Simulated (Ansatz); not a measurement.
## MgI$_{2}$: eigenvalues along the path

```xyz
3
Lattice="4.1537 0.0000 0.0000 -2.0769 3.5972 0.0000 0.0000 0.0000 6.7248" Properties=species:S:1:pos:R:3 pbc="T T T"
Mg    0.0000    0.0000    0.0000
I     0.0000    2.3981    5.0949
I     2.0769    1.1991    1.6299
```

Atoms are numbered in the order listed.

The structure is an experimental refinement, used without relaxation. The listed cell was then made from it by scaling, straining or moving an atom.

Spin–orbit coupling is left out, though it moves levels of the heavy atoms by tenths of an eV or more.

Theory: DFT, PBEsol, all-electron LAPW, scalar-relativistic in Ansatz 0.2.0.

Sampling and basis: a Γ-centred 7×7×4 k mesh, Fermi–Dirac smearing of 0.03 eV, basis error target 1 meV/atom, no spin polarisation.

Path points, in fractions of the reciprocal vectors: Γ (0.000, 0.000, 0.000), M (0.500, 0.000, 0.000), K (0.333, 0.333, 0.000), A (0.000, 0.000, 0.500), L (0.500, 0.000, 0.500), H (0.333, 0.333, 0.500). Levels in eV from the valence-band top; bands 23 to 34, counted from the lowest band of the run. The gap is 3.38 eV.

```
# k(1/Å) point b23 b24 b25 b26 b27 b28 b29 b30 b31 b32 b33 b34
0.000 Γ -12.32 -11.53 -3.75 -0.66 -0.66 -0.23 -0.23 0.00 3.53 4.47 6.50 6.50
0.175 - -12.27 -11.50 -3.68 -1.09 -0.80 -0.62 -0.24 -0.04 3.99 4.88 6.03 6.67
0.349 - -12.12 -11.43 -3.48 -1.98 -1.35 -1.08 -0.31 -0.19 4.51 5.18 6.20 6.91
0.524 - -11.90 -11.36 -3.32 -2.72 -2.00 -1.36 -0.46 -0.44 4.05 5.32 5.95 6.99
0.699 - -11.69 -11.33 -3.64 -2.91 -2.18 -1.55 -0.82 -0.55 3.61 5.20 5.51 6.86
0.873 M -11.58 -11.34 -3.83 -3.00 -2.05 -1.62 -1.05 -0.59 3.46 5.14 5.35 6.80
0.974 - -11.57 -11.34 -3.81 -2.98 -2.03 -1.73 -1.05 -0.71 3.59 5.33 5.33 6.85
1.075 - -11.54 -11.34 -3.75 -2.90 -2.00 -1.97 -1.08 -1.00 3.82 5.44 5.86 6.98
1.176 - -11.50 -11.34 -3.68 -2.79 -2.31 -1.90 -1.34 -1.14 3.89 5.93 6.57 7.15
1.277 - -11.45 -11.36 -3.61 -2.65 -2.53 -1.94 -1.50 -1.24 3.82 6.72 7.23 7.33
1.378 K -11.40 -11.40 -3.59 -2.59 -2.59 -2.04 -1.39 -1.39 3.78 7.30 7.43 7.43
1.579 - -11.55 -11.33 -3.54 -2.75 -2.41 -1.68 -1.67 -0.99 3.98 6.63 7.10 7.11
1.781 - -11.79 -11.34 -3.30 -2.60 -2.46 -1.42 -1.10 -0.56 4.42 6.40 6.47 6.53
1.983 - -12.05 -11.41 -3.40 -1.99 -1.94 -0.95 -0.58 -0.24 4.75 5.66 5.89 6.88
2.184 - -12.25 -11.49 -3.65 -1.16 -0.99 -0.59 -0.28 -0.06 4.12 5.01 5.91 6.73
2.386 Γ -12.32 -11.53 -3.75 -0.66 -0.66 -0.23 -0.23 0.00 3.53 4.47 6.50 6.50
2.479 - -12.31 -11.54 -3.69 -0.65 -0.65 -0.24 -0.24 -0.14 3.64 4.48 6.47 6.47
2.573 - -12.27 -11.59 -3.52 -0.63 -0.63 -0.50 -0.26 -0.26 3.91 4.51 6.42 6.42
2.666 - -12.22 -11.66 -3.26 -0.96 -0.60 -0.60 -0.30 -0.30 4.20 4.56 6.35 6.35
2.760 - -12.17 -11.73 -2.97 -1.39 -0.56 -0.56 -0.33 -0.33 4.41 4.59 6.31 6.31
2.853 A -12.15 -11.76 -2.82 -1.59 -0.55 -0.55 -0.35 -0.35 4.50 4.59 6.29 6.29
3.028 - -12.10 -11.72 -2.83 -1.67 -0.83 -0.67 -0.60 -0.38 4.67 5.01 6.22 6.50
3.203 - -11.96 -11.63 -2.95 -2.14 -1.11 -1.02 -0.92 -0.51 4.42 5.58 6.22 7.02
3.377 - -11.77 -11.52 -3.32 -2.81 -1.30 -1.18 -1.01 -0.68 3.92 5.25 6.23 6.76
3.552 - -11.59 -11.43 -3.76 -3.27 -1.36 -1.27 -0.94 -0.82 3.55 5.03 5.81 6.15
3.727 L -11.51 -11.41 -3.94 -3.44 -1.42 -1.22 -0.91 -0.87 3.42 5.02 5.54 5.94
3.827 - -11.50 -11.41 -3.91 -3.42 -1.63 -1.35 -0.83 -0.82 3.57 5.13 5.61 6.04
3.928 - -11.48 -11.40 -3.82 -3.34 -2.03 -1.63 -0.77 -0.70 3.93 5.36 5.82 6.38
4.029 - -11.45 -11.39 -3.69 -3.22 -2.46 -1.97 -0.71 -0.63 4.36 5.56 5.96 6.98
4.130 - -11.42 -11.38 -3.51 -3.09 -2.84 -2.27 -0.66 -0.60 4.70 5.67 5.76 7.35
4.231 H -11.39 -11.39 -3.39 -3.03 -3.03 -2.40 -0.62 -0.62 4.84 5.66 5.66 7.22
4.432 - -11.49 -11.39 -3.54 -3.11 -2.58 -2.04 -0.75 -0.61 4.62 5.51 6.13 7.42
4.634 - -11.68 -11.46 -3.37 -2.88 -1.96 -1.44 -0.90 -0.72 4.50 5.59 6.70 6.76
4.836 - -11.90 -11.59 -3.01 -2.28 -1.43 -1.04 -0.81 -0.72 4.60 5.80 6.16 6.74
5.038 - -12.08 -11.71 -2.84 -1.70 -0.86 -0.82 -0.56 -0.44 4.71 5.11 6.21 6.58
5.239 A -12.15 -11.76 -2.82 -1.59 -0.55 -0.55 -0.35 -0.35 4.50 4.59 6.29 6.29
```
